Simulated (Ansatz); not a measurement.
**Honeycomb SnTe bilayer (AB) in a perpendicular field**

Wanted: the out-of-plane response of the honeycomb SnTe bilayer (AB). A positive field points along +c.

Program: Ansatz 0.2.0. Level of theory: plane-wave DFT, LDA, Ansatz PAW, in the first sound run; inputs show where later runs differ. Results are calculated unless marked as measured.

Report form: the programs' logs are mostly left out.

## Step 1: Starting point

The cell holds 4 atoms: 2 Te and 2 Sn. Cell: a = 4.180 Å, b = 4.180 Å, c = 44.030 Å, α = 90.0°, β = 90.0°, γ = 120.0°. Regions: layer 1: honeycomb SnTe, 2 atoms (1 Te and 1 Sn); layer 2: honeycomb SnTe, 2 atoms (1 Te and 1 Sn). Vacuum lies along c.

## Step 2: Relaxing the slab

The starting cell is a guess, so the in-plane lattice and the atoms are relaxed first, with the slab cut off from its images along the normal.

Contents of input.yaml:

```yaml
crystal:
  lattice:
    - [4.18, 0.0, 0.0]
    - [-2.09, 3.6199861878, 0.0]
    - [0.0, 0.0, 44.0300000007]
  atoms:
    - { symbol: Te, position: [0.6666666667, 0.3333333333, 0.4258460141] }
    - { symbol: Sn, position: [0.3333333333, 0.6666666667, 0.4642289348] }
    - { symbol: Te, position: [0.0, 0.0, 0.5357710652] }
    - { symbol: Sn, position: [0.6666666667, 0.3333333333, 0.5741539859] }
  periodic: [true, true, false]
kpoints:
  mp_grid: { grid: [12, 12, 1] }
hamiltonian:
  xc: lda
scf:
  occupations: { method: fermi_dirac, width: 0.05 }
  convergence: { dr2_threshold: 1.0e-09 }
relax:
  f_tol: 0.004
  max_steps: 90
  cell: {}
output:
  write_potential: true
  write_density: true
  volumetric_format: npy
```

Started as:

```console
$ ansatz run input.yaml --threads 4 --pin off --max-ram 6144MiB --backend cpu --events-out ev --progress --plain --runs-dir out
```

Wall time 2.1 min (4 threads of Arm Neoverse V1, shared host); peak memory 1 GiB; 8.4 min of CPU time.

Relaxation path:

| step | energy less that of the first step (eV) | largest force component (eV/Å) | volume (Å³) |
| --- | --- | --- | --- |
| 1 | 0.0000 | 0.5305 | 666.24 |
| 2 | -0.0610 | 0.5651 | 655.34 |
| 3 | -0.1353 | 0.1231 | 647.81 |
| 4 | -0.1395 | 0.2753 | 647.52 |
| 5 | -0.1570 | 0.0914 | 654.48 |
| 6 | -0.1672 | 0.0500 | 670.52 |
| 7 | -0.1679 | 0.0066 | 672.28 |
| 8 | -0.1679 | 0.0064 | 672.87 |
| 9 | -0.1679 | 0.0002 | 672.81 |
| 10* | -0.1682 | 0.0001 | 672.81 |

Relaxation steps marked * repeat the geometry before them on a plane-wave basis chosen anew for their cell, so energy and pressure can jump there.

The run keeps the 6 symmetry operations that it works with, so distortions that break them were not tested.

```csv
cell as run,before,after,change
a (Å),4.180,4.201,+0.5 %
b (Å),4.180,4.201,+0.5 %
```

The atoms that moved most (Å, along periodic axes as changes of fractional coordinates times the final cell, across vacuum about the mean position):

```
atom     dx     dy      dz  length
 Te1  0.000  0.000   0.516   0.516
 Sn4  0.000  0.000  -0.489   0.489
 Te3  0.000  0.000  -0.434   0.434
 Sn2  0.000  0.000   0.406   0.406
```

Final coordinates:

```xyz
4
Lattice="4.2006 0.0000 0.0000 -2.1003 3.6378 0.0000 0.0000 0.0000 44.0300" Properties=species:S:1:pos:R:3
Te    2.1003    1.2126   19.2665
Sn    0.0000    2.4252   20.8463
Te    0.0000    0.0000   23.1562
Sn    2.1003    1.2126   24.7911
```

Numbers from this step:

* energy at zero smearing: -25413.7641 eV

The lattice constant a goes from 4.180 to 4.201 Å.

## Step 3: Single point, field 0, start network

A sawtooth potential applies the field, turning back in the middle of the vacuum. With the dipole correction the typed value is the field outside the slab. The induced dipole is small, so the SCF threshold is tight.

The cell differs from the one that the last finished run ended in (c 44.030 → 23.525 Å).

Contents of input.yaml:

```yaml
crystal:
  lattice:
    - [4.2005683195, 0.0, 0.0]
    - [-2.1002841598, 3.637798875, 0.0]
    - [0.0, 0.0, 23.5246094599]
  atoms:
    - { symbol: Te, position: [0.6666666667, 0.3333333333, 0.3825780834] }
    - { symbol: Sn, position: [0.3333333333, 0.6666666667, 0.4497331023] }
    - { symbol: Te, position: [0.0, 0.0, 0.5479247215] }
    - { symbol: Sn, position: [0.6666666667, 0.3333333333, 0.6174219166] }
kpoints:
  mp_grid: { grid: [12, 12, 1] }
  band_path:
    path: [[0, 0, 0], [0.5, 0, 0], [0.33333333, 0.33333333, 0], [0, 0, 0]]
    npoints: 16
hamiltonian:
  xc: lda
scf:
  occupations: { method: fermi_dirac, width: 0.02585 }
  convergence: { dr2_threshold: 1.0e-10 }
efield:
  axis: 3
  dipole_correction: true
  ramp_position: 0.97
  ramp_width: 0.06
  amplitude: 0
output:
  dos: { projected: true, e_range: [-6, 5] }
  bader: true
  write_potential: true
  write_density: true
  volumetric_format: npy
  elf: true
```

Elapsed: 21 s, on 4 threads; peak memory 0.82 GiB.

Numbers from this step:

```
energy at zero smearing            : -25413.7649 eV
dipole along the normal            : 0.07706 e·Å
gap along the path                 : 0.2044 eV
smallest direct gap along the path : 0.6351 eV
step between the vacuum levels     : -0.9125 eV
ionisation energy, upper face      : 3.860 eV
electron affinity, upper face      : 3.656 eV
ionisation energy, lower face      : 4.772 eV
gap, the smaller of path and mesh  : 0.2044 eV
```

Running mean over a fixed 2.8 Å (it still follows the layers) of the planar mean; the ramp of the sawtooth is left out. Table of electron's electrostatic potential energy less the Fermi level by z:

| z (Å) | electron's electrostatic potential energy less the Fermi level (eV) |
| --- | --- |
| 3.0 | 4.69 |
| 3.5 | 4.69 |
| 4.0 | 4.69 |
| 4.5 | 4.69 |
| 5.0 | 4.68 |
| 5.5 | 4.67 |
| 6.0 | 4.62 |
| 6.5 | 4.40 |
| 7.0 | 3.63 |
| 7.5 | 2.72 |
| 8.0 | 1.85 |
| 8.5 | 0.297 |
| 9.0 | -0.996 |
| 9.5 | -1.62 |
| 10.0 | -1.79 |
| 10.5 | -1.84 |
| 11.0 | -1.76 |
| 11.5 | -1.07 |
| 12.0 | -1.01 |
| 12.5 | -1.62 |
| 13.0 | -1.97 |
| 13.5 | -2.21 |
| 14.0 | -2.21 |
| 14.5 | -1.93 |
| 15.0 | -0.817 |
| 15.5 | 0.635 |
| 16.0 | 1.65 |
| 16.5 | 2.64 |
| 17.0 | 3.42 |
| 17.5 | 3.67 |
| 18.0 | 3.75 |
| 18.5 | 3.77 |
| 19.0 | 3.77 |
| 19.5 | 3.78 |
| 20.0 | 3.78 |
| 20.5 | 3.78 |

The density of states has structure finer than the step of the table below, so its rows give means over 0.25 eV, whole bins alone (the curve runs from -6 to 2.11 eV). Peaks (eV: height): -4.870: 8.58, -2.800: 10.6, -2.390: 7.42, 0.700: 6.95, 1.500: 9.71, 1.830: 8.49, 1.910: 7.76.

Density of states against energy, zero at the Fermi level of the run, which the smearing sets inside the gap; means over each step:

```
energy (eV)  density of states (states/eV a cell)
      -5.25                                     0
      -5.00                                 0.844
      -4.75                                  3.30
      -4.50                                  2.07
      -4.25                                  1.35
      -4.00                                  1.38
      -3.75                                  1.62
      -3.50                                  3.55
      -3.25                                  4.04
      -3.00                                  4.62
      -2.75                                  4.34
      -2.50                                  2.98
      -2.25                                  4.81
      -2.00                                  2.59
      -1.75                                  2.07
      -1.50                                  1.42
      -1.25                                  2.91
      -1.00                                  1.57
      -0.75                                 0.857
      -0.50                                 0.549
      -0.25                                 0.719
       0.00                                0.0997
       0.25                                  1.64
       0.50                                  2.94
       0.75                                  3.09
       1.00                                0.0200
       1.25                                  1.58
       1.50                                  6.73
       1.75                                  5.11
```

Projected DOS per atom over height of the atomic layer and energy from the Fermi level. Layers: Te Sn Te Sn from below.

Ten even steps from '0' (0.00 states/eV) to '9' (2.51 states/eV), each cell a mean:
```
2317
3629
0001
1024
1125
0000
0000
1000
2101
3201
3111
4143
5142
7242
5252
2231
0020
1120
1252
0000
0000
0000
```
Columns: height of the atomic layer (Å) from 9 to 14.5 (not evenly spaced); rows upwards: energy from the Fermi level (eV) from -5.96 to 2.05.

Electronic bands along the path, in eV, zero at the Fermi level of the run, which the smearing sets inside the gap:

```csv
point,band 27,band 28,band 29,band 30,band 31,band 32,band 33,band 34
Γ,-2.03,-1.31,-1.31,-0.39,0.25,1.58,1.58,2.17
halfway,-2.81,-2.08,-1.90,-1.01,0.61,1.59,1.96,2.44
M,-3.35,-2.84,-2.37,-1.39,0.15,1.14,1.82,2.00
halfway,-3.43,-3.29,-2.34,-1.40,0.44,1.43,1.81,2.77
K,-3.41,-3.24,-2.18,-2.05,0.93,1.13,1.89,3.28
halfway,-2.90,-2.80,-1.87,-0.75,0.60,1.73,1.97,2.48
Γ,-2.03,-1.31,-1.31,-0.39,0.25,1.58,1.58,2.17
```

ELF in the ca plane at fractional y = 0.333, with atoms of Te and Sn within 0.2 Å of it. It is the smooth field of the valence electrons, not physical close to the nuclei.

Ten even steps from '0' (0.00) to '9' (0.84), each cell a mean:
```
00000000000001247887677542112355543446776420
00000000000002478875456642100123333345799742
00000000000013589851014652000012331014699863
00000000000013689850004552000012220003699973
00000000000013589862125652000012331014699863
00000000000002478976556642100123333345798741
00000000000000246787777532212356543446775310
00000000000000012345554333323567654333321000
00000000000000000001122334334666653210000000
00000000000000000011223334334666653211000000
00000000000000012456655433323566654344432100
```
Columns run along c (16.0 Å, from fractional 0.08 to 0.76 of the cell), rows up along a (4.2 Å). Atoms in or near the plane, at fractional coordinates: Te at (0.38, 0.67), Sn at (0.62, 0.67).

Electrostatic potential energy in the ca plane at fractional y = 0.333, with atoms of Te and Sn within 0.2 Å of it. With pseudopotentials it is smooth inside the atoms' cores, unlike the true potential.

Values in eV, 6 rows by 16 columns, each cell a mean:
```
  5   5   5   5   5   5  -2 -11  -2   3   3   0 -10  -7   3   4
  5   5   5   5   5   4  -8   3  -8   4   4  -2  -5  -7   2   4
  5   5   5   5   5   4  -8  -2  -7   3   4  -1  -8  -9   2   4
  5   5   5   5   5   5   0  -7  -1   2   2   0  -6  -4   3   4
  5   5   5   5   5   5   4   3  -1  -1   0  -3   1   3   4   4
  5   5   5   5   5   5   4   2  -1   0   1  -2   1   2   4   4
```
Columns run along c (16.0 Å, from fractional 0.08 to 0.76 of the cell; values clipped at the 3rd and 97th percentile), rows up along a (4.2 Å). Atoms in or near the plane, at fractional coordinates: Te at (0.38, 0.67), Sn at (0.62, 0.67).

Valence density in the ca plane at fractional y = 0.333, with atoms of Te and Sn within 0.2 Å of it. It is the smooth field of the valence electrons, not physical close to the nuclei.

Ten steps, logarithmic in the rise over the least value, from '0' (0 e/Å³) to '9' (15 e/Å³), each cell a mean:
```
00000000000000000112222111000111122221000000
00000000000000001234543210000001134543100000
00000000000000001258974210000001247874210000
00000000000000001359985210000001258985210000
00000000000000001247874210000001247874210000
00000000000000000134543210000001124442100000
00000000000000000112222111000111112221000000
00000000000000000001111111111112111100000000
00000000000000000000011111111122211000000000
00000000000000000000011111111122211000000000
00000000000000000001111111111111111110000000
```
Columns run along c (16.0 Å, from fractional 0.08 to 0.76 of the cell), rows up along a (4.2 Å). Atoms in or near the plane, at fractional coordinates: Te at (0.38, 0.67), Sn at (0.62, 0.67).

The gap is 0.20 eV, with the valence edge 3.86 eV and the conduction edge 3.66 eV under the upper vacuum level. Spin-orbit coupling, left out in this run, matters for the bands of elements this heavy.

## Step 4: Single point, field 0.1 V/Å

Edit input.yaml of step 3 so:

```diff
@@ -23,8 +23,6 @@
   dipole_correction: true
-  ramp_position: 0.97
-  ramp_width: 0.06
-  amplitude: 0
+  ramp_position: 0.9613
+  ramp_width: 0.0778
+  amplitude: 0.1
 output:
-  dos: { projected: true, e_range: [-6, 5] }
-  bader: true
   write_potential: true
@@ -32,2 +30 @@
   volumetric_format: npy
-  elf: true
```

The job ended after 16 s (4 threads; peak memory 0.72 GiB).

The dipole is 0.147 e·Å, 0.0697 e·Å from its value without field, and the gap 0.214 eV.

## Step 5: Single point, field -0.1 V/Å

Edit input.yaml of step 4 so:

```diff
@@ -25,3 +25,3 @@
   ramp_width: 0.0778
-  amplitude: 0.1
+  amplitude: -0.1
 output:
```

Elapsed: 16 s, on 4 threads; peak memory 0.73 GiB.

The dipole is 0.00715 e·Å, -0.0699 e·Å from its value without field, and the gap 0.195 eV.

## Step 6: Atoms held, field 0.5 V/Å

Edit input.yaml of step 5 so:

```diff
@@ -23,5 +23,5 @@
   dipole_correction: true
-  ramp_position: 0.9613
-  ramp_width: 0.0778
-  amplitude: -0.1
+  ramp_position: 0.8919
+  ramp_width: 0.2167
+  amplitude: 0.5
 output:
```

It took 16 s on 4 threads; peak memory 0.75 GiB.

The dipole is 0.425 e·Å, 0.348 e·Å from its value without field, and the gap 0.254 eV.

## Step 7: Atoms held, field -0.3 V/Å

Edit input.yaml of step 6 so:

```diff
@@ -23,6 +23,8 @@
   dipole_correction: true
-  ramp_position: 0.8919
-  ramp_width: 0.2167
-  amplitude: 0.5
+  ramp_position: 0.9583
+  ramp_width: 0.0839
+  amplitude: -0.3
 output:
+  dos: { projected: true, e_range: [-6, 5] }
+  bader: true
   write_potential: true
@@ -30 +32,2 @@
   volumetric_format: npy
+  elf: true
```

Elapsed: 23 s, on 4 threads; peak memory 0.81 GiB; 89 s of CPU time.

The dipole is -0.133 e·Å, -0.210 e·Å from its value without field, and the gap 0.178 eV.

## Step 8: Response, atoms held

This step: plane-wave DFT, LDA, Ansatz PAW; response to a field along the normal, atoms held (Ansatz 0.2.0).

The dipoles give the slope, and the difference of two potentials shows where the field is screened.

Numbers from this step:

```yaml
equivalent_conductor_thickness_p_eps_0ae: 8.269 Å
distance_between_the_outer_atoms: 5.525 Å
```

The dipole of the cell by applied field:

```csv
applied field (V/Å),dipole of the cell (e·Å)
-0.300,-0.133
-0.100,0.00715
0.000,0.0771
0.100,0.147
0.500,0.425
```

Local field over the applied field, running mean. From the potentials at -0.1 and 0.1 V/Å; running mean over 2.5 Å. The local field over applied field by z:

```
z (Å)  local field over applied field
  4.5                           0.997
  5.0                           0.992
  5.5                           0.977
  6.0                           0.943
  6.5                           0.869
  7.0                           0.743
  7.5                           0.580
  8.0                           0.405
  8.5                           0.239
  9.0                           0.109
  9.5                          0.0389
 10.0                          0.0160
 10.5                          0.0153
 11.0                          0.0235
 11.5                          0.0320
 12.0                          0.0276
 12.5                          0.0161
 13.0                         0.00887
 13.5                         0.00797
 14.0                          0.0235
 14.5                          0.0770
 15.0                           0.182
 15.5                           0.328
 16.0                           0.497
 16.5                           0.667
 17.0                           0.812
 17.5                           0.908
 18.0                           0.959
 18.5                           0.983
 19.0                           0.993
```

Electrons, planar mean, per unit field. The induced electron density by z:

```
z (Å)  induced electron density (e/Å³ per V/Å)
  4.5                                   1.3e-5
  5.0                                   3.8e-5
  5.5                                   1.1e-4
  6.0                                   2.9e-4
  6.5                                   7.2e-4
  7.0                                  0.00159
  7.5                                  0.00279
  8.0                                  0.00299
  8.5                                  0.00148
  9.0                                   8.5e-4
  9.5                                   4.3e-4
 10.0                                  -3.6e-5
 10.5                                  -6.3e-4
 11.0                                  -1.1e-4
 11.5                                   3.0e-5
 12.0                                   1.3e-4
 12.5                                   3.6e-4
 13.0                                   2.8e-4
 13.5                                  -2.9e-4
 14.0                                  -1.4e-4
 14.5                                  -4.8e-4
 15.0                                  -8.5e-4
 15.5                                 -0.00264
 16.0                                 -0.00297
 16.5                                 -0.00201
 17.0                                 -0.00106
 17.5                                  -4.9e-4
 18.0                                  -2.1e-4
 18.5                                  -8.3e-5
 19.0                                  -3.2e-5
```

The smaller of the gaps on the path and on the k-mesh, counted as 0 under 0.03 eV. The gap by applied field:

```csv
applied field (V/Å),gap (eV)
-0.300,0.178
-0.100,0.195
0.000,0.204
0.100,0.214
0.500,0.254
```

By hand: between -0.1 and 0.1 V/Å the dipole changes by 0.1397 e·Å, a slope of 0.6983 e·Å²/V. A perfect conductor of thickness t has p = ε₀AEt, so t = 180.95 × 0.6983 / 15.281 = 8.27 Å (e/ε₀ = 180.95 V·Å, A in Å²).

The induced dipole is that of a conductor 8.27 Å thick.

## Step 9: Same geometry, cutoff 420 eV, functional LDA

This step: plane-wave DFT, LDA, Ansatz PAW (Ansatz 0.2.0).

The geometry is kept and the functional is LDA; other changes against the main runs: SCF threshold 1.0e-10 → 1.0e-09 eV and k-mesh 12×12×1 → 6×6×1.

input.yaml, the sections that differ from step 7:

```yaml
kpoints:
  mp_grid: { grid: [6, 6, 1] }
scf:
  occupations: { method: fermi_dirac, width: 0.02585 }
  convergence: { dr2_threshold: 1.0e-09 }
efield:
  axis: 3
  dipole_correction: true
  ramp_position: 0.9613
  ramp_width: 0.0778
  amplitude: 0.1
output:
  write_potential: true
  write_density: true
  volumetric_format: npy
# crystal, hamiltonian: as in step 7
```

Elapsed: 3.5 s, on 4 threads; peak memory 0.61 GiB; 13 s of CPU time.

Numbers from this step:

```
dipole along the normal : 0.1461 e·Å
```

The dipole is 0.146 e·Å.

## Step 10: Same geometry, cutoff 420 eV, functional LDA (run 2)

The same run in the opposite field.

Edit input.yaml of step 9 so:

```diff
@@ -22,3 +22,3 @@
   ramp_width: 0.0778
-  amplitude: 0.1
+  amplitude: -0.1
 output:
```

The job ended after 3.5 s (4 threads; peak memory 0.59 GiB; 13 s of CPU time).

The dipole is 0.00646 e·Å.

## Step 11: Response at this level

This step: plane-wave DFT, LDA, Ansatz PAW; response to a field along the normal, atoms held (Ansatz 0.2.0).

The two signs of the field give the slope at this level.

This step gave:

```
equivalent conductor thickness p/(ε₀AE) : 8.266 Å
```

The induced dipole is that of a conductor 8.27 Å thick.

## Step 12: Same geometry, cutoff 420 eV, functional PBE

This step: plane-wave DFT, PBE, Ansatz PAW (Ansatz 0.2.0).

The geometry is kept and the functional is PBE; other changes against the main runs: SCF threshold 1.0e-10 → 1.0e-09 eV and k-mesh 12×12×1 → 6×6×1.

Edit input.yaml of step 10 so:

```diff
@@ -13,3 +13,3 @@
 hamiltonian:
-  xc: lda
+  xc: pbe
 scf:
@@ -22,3 +22,3 @@
   ramp_width: 0.0778
-  amplitude: -0.1
+  amplitude: 0.1
 output:
```

Run time: 3.8 s. Hardware: 4 threads; peak memory 0.62 GiB; 14 s of CPU time.

The dipole is 0.145 e·Å.

## Step 13: Same geometry, cutoff 420 eV, functional PBE (run 2)

Edit input.yaml of step 12 so:

```diff
@@ -22,3 +22,3 @@
   ramp_width: 0.0778
-  amplitude: 0.1
+  amplitude: -0.1
 output:
```

Wall time 3.7 s (4 threads); peak memory 0.62 GiB.

The dipole is 0.00481 e·Å.

## Step 14: Response at this level

This step: plane-wave DFT, PBE, Ansatz PAW; response to a field along the normal, atoms held (Ansatz 0.2.0).

The induced dipole is that of a conductor 8.29 Å thick.

(Part 1 of 2 ends here.)

[Logs are printed without paths, hosts, clocks, repeated set-up lines and the standing remarks that a program may print on its own settings, such as how far it seeks lower states.]

[Hosts, paths, dates, database ids (printed as entryN), source tags and the programs' standing remarks are cut or masked in the printed files.]

[Maps of the electrostatic potential energy from Ansatz leave out the sawtooth potential of an applied field or a dipole correction, so their vacuum need not be flat; planar profiles and work functions include it.]

[The density of states shown here was stored with 400 of the rows of the run's finer table, so its peaks can read low, often by over a quarter, or be missed, and its means over a window can be off by a tenth or more.]
